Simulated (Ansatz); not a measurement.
## Property card for CdS

The calculation used Ansatz 0.2.0, DFT PBE, scalar-relativistic, plane waves, PAW.

Plane waves to 420 eV, a k mesh through Γ of 6×6×8 on the computed 6-atom cell and Gaussian smearing (0.02 eV); no spin polarisation.

The structure is relaxed at this level of theory with its symmetry kept, and needn't be the ground state of this composition.

Space group P3_221 (No. 154). a = 6.604 Å, b = 6.604 Å, c = 4.002 Å, α = 90.00°, β = 90.00°, γ = 120.00°
```json
{"atom": "Cd", "site": "3a", "symmetry": ".2.", "x": "0.6202", "y": "0.0000", "z": "0.6667"}
{"atom": "S", "site": "3b", "symmetry": ".2.", "x": "0.3693", "y": "0.0000", "z": "0.1667"}
```

```json
{
 "Space group": "P3_221 (No. 154)",
 "Volume per atom": "25.19 Å³",
 "Formation energy from the elements' standard states (uncorrected)": "-0.582 eV/atom",
 "Kohn–Sham band gap": "0.97 eV",
 "Orbital (Löwdin) character of the top 1 eV of the valence band": "S 3p 91 %",
 "Orbital (Löwdin) character of the lowest 1 eV of the conduction band": "Cd 5s 54 %, S 3p 23 %, S 3s 20 %",
 "Bader charge by site (e)": "Cd (3 in the cell) 0.86, S (3 in the cell) -0.86"
}
```

The cell was found from a structure generator's guess, not taken from experiment. Kohn–Sham gaps at this level usually fall short of measured ones. Löwdin shares on free-atom orbitals overweight diffuse shells in the empty bands.
